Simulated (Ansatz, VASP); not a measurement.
Ir in VASP and in Ansatz

```
Ir
1.0
     2.79623    0.00000    0.00000
    -1.39812    2.42161    0.00000
     0.00000    0.00000    4.53423
Ir
2
Direct
  0.33333 0.66667 0.25000
  0.66667 0.33333 0.75000
```

Alike in both runs: task single point; functional RPBE; k mesh 15 × 15 × 8; occupations fermi-dirac, width 0.1 eV; no spin polarisation.

```csv
,VASP,Ansatz
version,VASP 6.6.1,Ansatz 0.2.0
potentials or method,"VASP PAW PBE potentials, release 64 (Ir)","plane waves (420 eV) with PAW, scalar-relativistic"
plane-wave cutoff (eV),520,420
valence electrons in the cell,18,34
```

```tsv
	VASP	Ansatz	Ansatz less VASP
pressure (GPa)	-11.4	-11.7	-0.27
largest component of the traceless stress (GPa)	0.25	0.29	+0.031
```

With one functional, cell and mesh, what is left measures potentials, basis and numerics. The two sets of potentials don't hold the same shells in valence.

Caveats: the PAW data sets were made with another functional, which shifts forces and pressure a little (VASP). The runs have no spin-orbit coupling, so splittings on Ir are missing.
